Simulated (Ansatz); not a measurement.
# Localised basis functions on twisted Janus MoSSe bilayer, 21.79° (42 atoms)

Aim: test how closely localised support functions follow the reference on twisted Janus MoSSe bilayer, 21.79° (42 atoms), and at what cost. A setting counts as converged where the r.m.s. difference of forces stays under 1 % of the r.m.s. force.

Calculated with Ansatz 0.2.0; Kohn-Sham DFT, PBE+D3(BJ), PAW (set soft_2, large core), plane waves.

**1. The system as given**

The cell holds 42 atoms: 14 Mo, 14 S and 14 Se. Its edges and angles: a = 8.519 Å, b = 8.519 Å, c = 21.660 Å, α = 90.0°, β = 90.0°, γ = 120.0°. It derives from MoSeS (Janus MoSSe). Janus MoSSe (a = 3.22 Å) under Janus MoSSe (a = 3.22 Å), bilayer, commensurate cell of 7 unit cells a layer, twist 21.79 deg; facing planes 3.2 Å apart; 12 Å of vacuum; layers as built, displaced by a Gaussian of 0.01 Å. Regions: layer 1, 21 atoms (7 Mo, 7 S and 7 Se); layer 2, 21 atoms (7 Mo, 7 S and 7 Se). Vacuum lies along c.

Before any run, some limits are plain. Beside vacuum, support functions can miss their usual error bounds without a warning. Only the Γ point is sampled, in a cell whose shortest periodic width is 7 Å.

**2. Plane-wave single point**

The first run fixes the reference, at a cutoff of 420 eV.

input.yaml

```yaml
crystal:
  lattice:
    - [8.5193, 0.0, 0.0]
    - [-4.25965, 7.37793, 0.0]
    - [0.0, 0.0, 21.66]
  atoms:
    - { symbol: Mo, position: [0.19102, 0.23751, 0.35627] }
    - { symbol: S, position: [0.23687, 0.04853, 0.42618] }
    - { symbol: Se, position: [0.23468, 0.04771, 0.27741] }
    - { symbol: Mo, position: [0.33205, 0.66574, 0.35555] }
    - { symbol: S, position: [0.37848, 0.47399, 0.42612] }
    - { symbol: Se, position: [0.38178, 0.47741, 0.27713] }
    - { symbol: Mo, position: [0.47689, 0.09519, 0.35623] }
    - { symbol: S, position: [0.52142, 0.90348, 0.42641] }
    - { symbol: Se, position: [0.52317, 0.90547, 0.27736] }
    - { symbol: Mo, position: [0.61966, 0.52585, 0.35576] }
    - { symbol: S, position: [0.66766, 0.33356, 0.42617] }
    - { symbol: Se, position: [0.6687, 0.33371, 0.27642] }
    - { symbol: Mo, position: [0.76112, 0.95141, 0.35496] }
    - { symbol: S, position: [0.80781, 0.76252, 0.42723] }
    - { symbol: Se, position: [0.80701, 0.76058, 0.27728] }
    - { symbol: Mo, position: [0.90588, 0.38214, 0.35566] }
    - { symbol: S, position: [0.95387, 0.19153, 0.42571] }
    - { symbol: Se, position: [0.95169, 0.19127, 0.27675] }
    - { symbol: Mo, position: [0.04594, 0.81126, 0.35601] }
    - { symbol: S, position: [0.0955, 0.61846, 0.42607] }
    - { symbol: Se, position: [0.0931, 0.61776, 0.2765] }
    - { symbol: Mo, position: [0.96486, 0.85032, 0.65301] }
    - { symbol: S, position: [0.91754, 0.61123, 0.72254] }
    - { symbol: Se, position: [0.91637, 0.61357, 0.57383] }
    - { symbol: Mo, position: [0.82143, 0.136, 0.65213] }
    - { symbol: S, position: [0.76981, 0.8976, 0.72259] }
    - { symbol: Se, position: [0.77186, 0.89724, 0.57372] }
    - { symbol: Mo, position: [0.10695, 0.56578, 0.65294] }
    - { symbol: S, position: [0.05849, 0.32601, 0.72337] }
    - { symbol: Se, position: [0.05767, 0.32593, 0.57422] }
    - { symbol: Mo, position: [0.39191, 0.99165, 0.65189] }
    - { symbol: S, position: [0.34837, 0.75872, 0.72213] }
    - { symbol: Se, position: [0.34288, 0.75453, 0.57373] }
    - { symbol: Mo, position: [0.24875, 0.27812, 0.65108] }
    - { symbol: S, position: [0.20264, 0.04094, 0.72311] }
    - { symbol: Se, position: [0.20177, 0.04197, 0.57375] }
    - { symbol: Mo, position: [0.53373, 0.70749, 0.65308] }
    - { symbol: S, position: [0.48699, 0.46791, 0.72213] }
    - { symbol: Se, position: [0.48801, 0.46915, 0.5746] }
    - { symbol: Mo, position: [0.67771, 0.42118, 0.65252] }
    - { symbol: S, position: [0.62974, 0.18208, 0.72315] }
    - { symbol: Se, position: [0.63101, 0.18551, 0.57447] }
kpoints:
  mp_grid: { grid: [1, 1, 1] }
hamiltonian:
  xc: pbe
  dispersion: d3bj
  pseudopotentials: { kind: paw, core: large }
scf:
  occupations: { method: fermi_dirac, width: 0.05 }
output:
  forces: true
  populations: true
  dos:
    method: { smearing: { sigma: 0.1 } }
    de: 0.1
    projected:
      site_lists:
        Mo: [Mo]
        S: [S]
        Se: [Se]
        layer_1: [0, 1, 2, 3, 4, 5, 6, 7, 8, 9, 10, 11, 12, 13, 14, 15, 16, 17, 18, 19, 20]
        layer_2: [21, 22, 23, 24, 25, 26, 27, 28, 29, 30, 31, 32, 33, 34, 35, 36, 37, 38, 39, 40, 41]
  eigenvalues: true
  write_density: true
  write_potential: true
  volumetric_format: npy
  elf: true
```

Command:

```
$ ansatz run input.yaml --threads 4 --pin off --max-ram 8192MiB --backend cpu --events-out ev --progress --plain --runs-dir out
```

What it wrote:

```text
Engine: ansatz 0.2.0, x86_64-unknown-linux-gnu
Pseudopotentials: kind: paw
Pseudopotential: Mo, paw, valence charge 14, recommended cutoff 420 eV (normal), Mo.paw.azcp
Pseudopotential: S, paw, valence charge 6, recommended cutoff 420 eV (normal), S.paw.azcp
Pseudopotential: Se, paw, valence charge 6, recommended cutoff 420 eV (normal), Se.paw.azcp#standard-large-core
[... 5 lines on functional and potentials left out ...]
Crystal: 42 atoms, lattice volume = 1361.435 Å³
Basis set: ecut = 420 eV, 26611 PW (Γ), exchange–correlation on 120×120×300 points (8 copies of the dense FFT grid, shifted against one another)
Bands: 224, of which v1, the nominal top of the filled ones, is band 182 counted from 1 (181 counted from 0)
Symmetry: 1 space group operations
Space group: P1 (ITA 1), of the structure as read, at distance tolerance 1.1e-4 Å
k-points: 1
[... 7 lines on functional and potentials left out ...]
Initial density: superposition of atomic densities (neutral atoms: chi_scale 0, normalization atom)
Initial wavefunctions: pseudopotential atomic-orbital guess
Functional: x = pbe(κ = 0.804, μ = 0.219515), c = pbe(β = 0.066725)
SCF iter   1: F=—  HF=-118175.195871 eV  |F-HF|=—  |Δ(HF+E_count)|=         —  Δρ=6.01e-2  dr2=7.41e1  ethr=3.10e-3  ⟨swp⟩=9.0  Hψ=1219  notcnv=0
preconditioner: auto → Resta (q_TF=auto, 2.190 Å⁻¹)  ε∞=4.7  [insulator: Δε(μ)=1.499 eV  Ē_g=8.339 eV  σ=0.050 eV  W_gap=1.00  n_scr=212 (ndim 8)  ℏωp=16.0 eV  f_vac=0.394  D(μ)=0.00/eV (n_scr^D=0)  ε∞_Penn≈4.7  vacuum switching on, ρ_ref=5.0e-3 e/Å³]
SCF iter   2: F=—  HF=-118162.014821 eV  |F-HF|=—  |Δ(HF+E_count)|=    1.32e1  Δρ=2.55e-2  dr2=2.80e1  ethr=3.10e-3  ⟨swp⟩=4.0  Hψ=514  notcnv=0  defer=18
SCF iter   3: F=—  HF=-118158.727115 eV  |F-HF|=—  |Δ(HF+E_count)|=    3.29e0  Δρ=1.40e-2  dr2=2.69e0  ethr=3.10e-3  ⟨swp⟩=4.0  Hψ=406  notcnv=0  defer=6
SCF iter   4: F=—  HF=-118158.168756 eV  |F-HF|=—  |Δ(HF+E_count)|=   5.58e-1  Δρ=4.63e-3  dr2=1.12e0  ethr=7.40e-4  ⟨swp⟩=5.0  Hψ=564  notcnv=0  defer=6
SCF iter   5: F=—  HF=-118158.050797 eV  |F-HF|=—  |Δ(HF+E_count)|=   1.18e-1  Δρ=2.21e-3  dr2=1.61e-1  ethr=3.09e-4  ⟨swp⟩=3.0  Hψ=296  notcnv=0  defer=10
SCF iter   6: F=—  HF=-118158.055258 eV  |F-HF|=—  |Δ(HF+E_count)|=   4.46e-3  Δρ=1.48e-3  dr2=8.86e-2  ethr=4.42e-5  ⟨swp⟩=5.0  Hψ=333  notcnv=0  defer=11
SCF iter   7: F=—  HF=-118158.050824 eV  |F-HF|=—  |Δ(HF+E_count)|=   4.43e-3  Δρ=5.34e-4  dr2=8.27e-3  ethr=2.43e-5  ⟨swp⟩=1.0  Hψ=258  notcnv=0  defer=12
SCF iter   8: F=—  HF=-118158.052615 eV  |F-HF|=—  |Δ(HF+E_count)|=   1.79e-3  Δρ=3.11e-4  dr2=4.14e-3  ethr=2.27e-6  ⟨swp⟩=3.0  Hψ=335  notcnv=0  defer=12
SCF iter   9: F=—  HF=-118158.052529 eV  |F-HF|=—  |Δ(HF+E_count)|=   8.59e-5  Δρ=2.47e-4  dr2=2.55e-3  ethr=1.14e-6  ⟨swp⟩=3.0  Hψ=294  notcnv=0  defer=12
SCF iter  10: F=—  HF=-118158.052314 eV  |F-HF|=—  |Δ(HF+E_count)|=   2.15e-4  Δρ=8.45e-5  dr2=2.32e-4  ethr=7.02e-7  ⟨swp⟩=2.0  Hψ=318  notcnv=0  defer=12
SCF iter  11: F=—  HF=-118158.052318 eV  |F-HF|=—  |Δ(HF+E_count)|=   3.95e-6  Δρ=4.21e-5  dr2=5.43e-5  ethr=6.36e-8  ⟨swp⟩=3.0  Hψ=364  notcnv=0  defer=12
SCF iter  12: F=—  HF=-118158.051134 eV  |F-HF|=—  |Δ(HF+E_count)|=   1.18e-3  Δρ=2.00e-5  dr2=1.16e-5  ethr=1.49e-8  ⟨swp⟩=2.0  Hψ=261  notcnv=0  defer=12
SCF iter  13: F=—  HF=-118158.051135 eV  |F-HF|=—  |Δ(HF+E_count)|=   1.16e-6  Δρ=1.71e-5  dr2=1.12e-5  ethr=3.19e-9  ⟨swp⟩=2.0  Hψ=306  notcnv=0  defer=12
SCF iter  14: F=—  HF=-118158.051134 eV  |F-HF|=—  |Δ(HF+E_count)|=   6.17e-7  Δρ=4.79e-6  dr2=5.13e-7  ethr=3.09e-9  ⟨swp⟩=2.0  Hψ=284  notcnv=0  defer=12
SCF iter  15: F=—  HF=-118158.051134 eV  |F-HF|=—  |Δ(HF+E_count)|=   5.96e-8  Δρ=2.57e-6  dr2=3.03e-7  ethr=1.41e-10  ⟨swp⟩=3.0  Hψ=399  notcnv=0  defer=12
SCF iter  16: F=-118158.051134 eV  HF=-118158.051134 eV  |F-HF|=5.54e-8  |Δ(HF+E_count)|=   3.17e-9  Δρ=1.21e-6  dr2=6.68e-8  ethr=2.75e-11  ⟨swp⟩=21.0  Hψ=2061  notcnv=0
SCF 1 converged in 16 iterations: F = -118158.051134 eV  dr2 = 6.68e-8
  greatest PAW one-centre occupation: 0.998 electrons in one spin orbital (limit 2), on the Mo atom at site 0 (counted from 0), in its partial waves of l = 0
WARN: The output density's exchange-correlation potential varies sharply where the density is thin. Do not read a vacuum level from v_tot or v_xc, or from such a field of the output density. On a cell that repeats whose density bears no net charge and no dipole along the vacuum's axis use v_es (v_loc + v_h of the components); [...]
SCF converged after 16 iterations
Free energy (F): -118158.051134 eV
Harris-Foulkes:  -118158.051134 eV  (|F-HF|=5.54e-8)
Internal energy: -118158.051088 eV  (E = F + TS)
E sigma→0 (E₀):  -118158.051111 eV
Entropy (-TS):   -0.000046 eV (-0.001 meV/atom)
Fermi energy:    4.629242 eV
--- Per-component energies (eV) ---
  E_band       = -4566.804242
  E_kinetic    = 9108.974011
  E_local      = -167584.818437  (includes V_loc(G=0)·N_el)
  E_nonlocal   = 3149.293030
  E_hartree    = 79278.362569
  E_xc         = -6607.982199
  E_vxc        = -5592.363023  (∫ρ·V_xc dr)
  E_paw        = -84086.458637  (= ΣΔE_a)
  E_vpaw       = -2204.528473  (= ΣTr[D̂ρ^β])
  E_aug_tail   = 0.000687  (compensation charges beyond the density's cutoff)
  E_ewald      = 48600.799523
  E_disp       = -16.221634  (pairwise vdW)
  E_smearing   = -0.000046  (= −TS)
  E_closure    = -0.000000  (closes the sum)
  Σ components = -118158.051134   (vs F -118158.051134, Δ=0.00e0)
--- Forces (eV/Å), atoms counted from 1 ---
  atom   1  Mo    -0.28539701     0.22010011    -0.45599597
  atom   2  S      0.27606207    -0.08659267    -0.02307624
  atom   3  Se     0.35555287     0.02374294    -0.13919414
  atom   4  Mo    -0.03859204     0.14368201    -0.00625878
  atom   5  S      0.06290160     0.26161749     0.07211507
  atom   6  Se    -0.01150509    -0.17100547    -0.11012674
  atom   7  Mo    -0.36479199     0.07240639    -0.27927372
  atom   8  S      0.25990769     0.03564791     0.00792016
  atom   9  Se    -0.06326961    -0.07740208    -0.21576324
  atom  10  Mo     0.07334415    -0.40954309     0.16805775
  atom  11  S     -0.08429543     0.17411410     0.01161402
  atom  12  Se    -0.22222534    -0.02146781     0.16468239
  atom  13  Mo    -0.10694737     0.15756110     0.53634856
  atom  14  S      0.03466091     0.02057582    -0.15603656
[...]
atom  41  S      0.00731869     0.03848960    -0.05447566
  atom  42  Se     0.06908347    -0.21879270    -0.35920019
  max |Σ_I F_I| component: 8.00e-5 eV/Å
--- Band table (eV) ---
  k-point 0: bands = ["-57.4203", "-57.3992", "-57.3960", "-57.3920", [... 208 levels ...], "6.5800", "6.5820", "6.6173", "6.6283", "6.7941", "6.8158", "7.0013", "7.0297", "7.0539", "7.0586", "7.0801", "7.1153"]
--- Löwdin populations: 42 sites ---
  site symbol       q [e]
     0     Mo     13.6919
     1      S      6.0595
     2     Se      6.0517
[...]
41     Se      6.0468
  spilling = 0.007380 (of n_electrons = 364.000000)
```

Wall time 7.7 s (4 threads of AMD EPYC 9R45, shared host); peak memory 1.4 GiB.

The column dr2 measures how far the density is from self-consistency, as an energy; F and HF (Harris–Foulkes) agree once it is small.

The program notes that potentials were chosen by core size and the exchange-correlation potential is rough where the density is thin.

Read from the output:

```yaml
free_energy: -118158.0511 eV
free_energy_per_atom: -2813.2869 eV/atom
scf_cycles: 16
r_m_s_force_component: 0.2164 eV/Å
longest_force: 0.953 eV/Å
fermi_energy: 4.629 eV
spacing_of_highest_filled_and_lowest_empty_level: 1.147 eV
spilling_of_the_projection: 0.00738
```

The r.m.s. force component of 0.22 eV/Å sets the scale for the differences below.

**3. Support functions low**

The cell is solved in localised support functions.

This step: Kohn-Sham DFT, PBE+D3(BJ), PAW (set soft_2, large core), localised support functions (low) (Ansatz 0.2.0).

input.yaml, the sections that differ from step 2:

```yaml
scf:
  occupations: { method: fermi_dirac, width: 0.05 }
  eigensolver: { kind: { support_functions: { accuracy: low } } }
  mixing: { beta: 0.2 }
  max_iter: 150
output:
  forces: true
  eigenvalues: true
# crystal, kpoints, hamiltonian: as in step 2
```

What it wrote:

```text
Warning: scf.eigensolver.kind.support_functions: disabling space-group detection — the functions' gradient is summed over unrotated k-points, so no spatial operation reduces the k-mesh or symmetrises the density; time reversal is kept, so that k and −k are solved as one point where they differ and the mesh holds both, and exact exchange and, on two spinor components, a DFT+U term hold to it where the run has them: [...]
settings of this run that can trade accuracy for cost: scf.eigensolver.kind.support_functions; scf.eigensolver.kind.support_functions.accuracy: low [...]
[...]
Crystal: 42 atoms, lattice volume = 1361.435 Å³
Basis set: ecut = 420 eV, 26611 PW (Γ), exchange–correlation on 120×120×300 points (8 copies of the dense FFT grid, shifted against one another)
Bands: 219, of which v1, the nominal top of the filled ones, is band 182 counted from 1 (181 counted from 0)
Symmetry: 1 space group operations
k-points: 1
[...]
SCF iter   1: F=—  HF=-118148.309204 eV  |F-HF|=—  |Δ(HF+E_count)|=         —  Δρ=5.70e-2  dr2=7.61e1  ethr=1.00e-1
[...]
SCF iter  18: F=—  HF=-118158.075500 eV  |F-HF|=—  |Δ(HF+E_count)|=   2.68e-4  Δρ=4.66e-5  dr2=6.17e-5  ethr=9.76e-9  κ⁻¹=8.0e-6(r=7)
SCF iter  19: F=-118158.075712 eV  HF=-118158.075711 eV  |F-HF|=4.64e-7  |Δ(HF+E_count)|=   2.11e-4  Δρ=8.68e-6  dr2=1.85e-6  ethr=9.76e-9
SCF 1 converged in 19 iterations: F = -118158.080436 eV  dr2 = 1.85e-6
[...]
SCF converged after 19 iterations
Stability not checked: this state was not tested for a lower state beside it, because the mixer in use, unlike msr1, does not test its closes by its own steps (another_mixer; see scf.mixing.algorithm and scf.lower_state_search)
Free energy (F): -118158.080436 eV
[...]
Internal energy: -118158.080390 eV  (E = F + TS)
E sigma→0 (E₀):  -118158.080413 eV
Entropy (-TS):   -0.000047 eV (-0.001 meV/atom)
Fermi energy:    4.628924 eV
[...]
Σ components = -118158.080436   (vs F -118158.080436, Δ=0.00e0)
--- Forces (eV/Å), atoms counted from 1 ---
  atom   1  Mo    -0.28557562     0.22002285    -0.45597899
  atom   2  S      0.27618607    -0.08645303    -0.02337982
  atom   3  Se     0.35550940     0.02366133    -0.13844364
  atom   4  Mo    -0.03852001     0.14383732    -0.00656470
[...]
atom  42  Se     0.06900118    -0.21872298    -0.35818173
  max |Σ_I F_I| component: 8.43e-3 eV/Å
--- Band table (eV) ---
[...]
```

Run time: 72 s. Hardware: 4 threads; peak memory 3.3 GiB; 4.7 min of CPU time.

The program notes that the band table was not solved further than the SCF left it and it switched symmetry off.

Keys that differ from the reference: support_functions.accuracy = "low", scf.max_iter = 150 and scf.mixing.beta = 0.2.

Forces differ from the reference by 0.31 meV/Å r.m.s., 0.14 % of their size, well within a tolerance of 1 %; the energy by -0.70 meV/atom. It took roughly 9.4 times the reference's time (one timing each, with unlike analyses asked), in 19 cycles against 16.

**4. Support functions medium**

With localised support functions most steps grow linearly with size, though the diagonalisation grows faster unless the density matrix is cut; this run measures error and cost at this size.

This step: Kohn-Sham DFT, PBE+D3(BJ), PAW (set soft_2, large core), localised support functions (medium) (Ansatz 0.2.0).

Changes to input.yaml since step 3:

```diff
@@ -15,3 +15,3 @@
   occupations: { method: fermi_dirac, width: 0.05 }
-  eigensolver: { kind: { support_functions: { accuracy: low } } }
+  eigensolver: { kind: { support_functions: { accuracy: medium } } }
   mixing: { beta: 0.2 }
```

What it wrote:

```text
[...]
Crystal: 42 atoms, lattice volume = 1361.435 Å³
Basis set: ecut = 420 eV, 26611 PW (Γ), exchange–correlation on 120×120×300 points (8 copies of the dense FFT grid, shifted against one another)
Bands: 219, of which v1, the nominal top of the filled ones, is band 182 counted from 1 (181 counted from 0)
Symmetry: 1 space group operations
k-points: 1
[...]
SCF iter   1: F=—  HF=-118148.309039 eV  |F-HF|=—  |Δ(HF+E_count)|=         —  Δρ=5.70e-2  dr2=7.61e1  ethr=1.00e-1
[...]
SCF iter  21: F=—  HF=-118158.076292 eV  |F-HF|=—  |Δ(HF+E_count)|=   2.06e-7  Δρ=7.72e-6  dr2=1.90e-6  ethr=5.03e-10  κ⁻¹=1.0e0(r=1)
SCF iter  22: F=-118158.076292 eV  HF=-118158.076292 eV  |F-HF|=2.00e-7  |Δ(HF+E_count)|=   3.80e-7  Δρ=2.37e-6  dr2=2.87e-7  ethr=5.03e-10
SCF 1 converged in 22 iterations: F = -118158.080437 eV  dr2 = 2.87e-7
[...]
SCF converged after 22 iterations
[...]
Free energy (F): -118158.080437 eV
[...]
Internal energy: -118158.080390 eV  (E = F + TS)
E sigma→0 (E₀):  -118158.080413 eV
Entropy (-TS):   -0.000046 eV (-0.001 meV/atom)
Fermi energy:    4.629183 eV
[...]
Σ components = -118158.080437   (vs F -118158.080437, Δ=0.00e0)
--- Forces (eV/Å), atoms counted from 1 ---
  atom   1  Mo    -0.28561407     0.22001966    -0.45566194
  atom   2  S      0.27612208    -0.08643252    -0.02418171
  atom   3  Se     0.35549102     0.02371846    -0.13820272
  atom   4  Mo    -0.03850225     0.14380189    -0.00626865
[...]
atom  42  Se     0.06899054    -0.21870857    -0.35778843
  max |Σ_I F_I| component: 6.50e-3 eV/Å
--- Band table (eV) ---
[...]
```

Elapsed: 77 s, on 4 threads; peak memory 3.3 GiB.

Keys that differ from the reference: support_functions.accuracy = "medium", scf.max_iter = 150 and scf.mixing.beta = 0.2.

Forces differ from the reference by 0.53 meV/Å r.m.s., 0.24 % of their size, well within a tolerance of 1 %; the energy by -0.70 meV/atom. It took roughly 10 times the reference's time (one timing each, with unlike analyses asked), in 22 cycles against 16.

**5. Support functions medium, radius 3.42 Å**

The radius confines each support function; a larger one gives more freedom and more work per atom.

Changes to input.yaml since step 4:

```diff
@@ -15,3 +15,3 @@
   occupations: { method: fermi_dirac, width: 0.05 }
-  eigensolver: { kind: { support_functions: { accuracy: medium } } }
+  eigensolver: { kind: { support_functions: { accuracy: medium, radius: 3.42 } } }
   mixing: { beta: 0.2 }
```

What it wrote:

```text
Warning: scf.eigensolver.kind.support_functions: disabling space-group detection — the functions' gradient is summed over unrotated k-points, so no spatial operation reduces the k-mesh or symmetrises the density; time reversal is kept, so that k and −k are solved as one point where they differ and the mesh holds both, and exact exchange and, on two spinor components, a DFT+U term hold to it where the run has them: [...]
settings of this run that can trade accuracy for cost: scf.eigensolver.kind.support_functions [...]
Engine: ansatz 0.2.0, x86_64-unknown-linux-gnu
Pseudopotentials: kind: paw
Pseudopotential: Mo, paw, valence charge 14, recommended cutoff 420 eV (normal), Mo.paw.azcp
Pseudopotential: S, paw, valence charge 6, recommended cutoff 420 eV (normal), S.paw.azcp
Pseudopotential: Se, paw, valence charge 6, recommended cutoff 420 eV (normal), Se.paw.azcp#standard-large-core
[... 5 lines on functional and potentials left out ...]
Error: SCF: the radius of support functions is under 3.83 Å, the least for these sites at the functions' level (scf.eigensolver.kind.support_functions.accuracy). Use scf.eigensolver.kind: auto, or type scf.eigensolver.kind.support_functions.radius at least as long, [...]
```

Run time: 1 s. Hardware: 4 threads; peak memory 0.35 GiB; 3 s of CPU time.

The program refuses radii under 3.83 Å for these atoms at this level.

[end of part 1 of 2]

[Long decimals in the printed logs are rounded to 6 places.]

[Logs are printed without paths, hosts, clocks, repeated set-up lines and the standing remarks that a program may print on its own settings, such as how far it seeks lower states.]

[Hosts, paths, dates, database ids (printed as entryN), source tags and the programs' standing remarks are cut or masked in the printed files.]
